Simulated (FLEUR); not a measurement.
**Cu: equation of state with PBEsol**

Crystal: Cu.

```
CELL_PARAMETERS angstrom
-1.44279 1.44279 1.37608
1.44279 -1.44279 1.37608
1.44279 1.44279 -1.37608
ATOMIC_POSITIONS crystal
Cu 0.00000 0.00000 0.00000
```

This isn't the form of Cu at room conditions, which is fcc.

```yaml
Program: FLEUR MaX-R8.1 (later development tree)
Task: equation of state
Functional: PBEsol
Potentials_or_basis: all-electron
Basis: FLAPW
Kmax: 4.64 1/bohr
k_mesh: 13 × 13 × 13
Occupations: fermi-dirac, width 0.05 eV
Spin: no spin polarisation
```

| Item | Value |
| --- | --- |
| Equilibrium volume | 11.36 Å³/atom |
| Bulk modulus at fixed shape and positions | 165 GPa |
| Pressure derivative of the bulk modulus | 5.1 |

Energy against volume, from the lowest point:
```tsv
volume (Å³/atom)	energy (meV/atom)
10.771	16.96
11.000	5.76
11.229	0.36
11.458	0.00
11.687	4.27
11.916	12.45
12.146	24.20
```

Caveat: the cell was scaled at fixed shape and fractional positions, which overstates the stiffness of a crystal with free parameters, most of all of layers and chains.
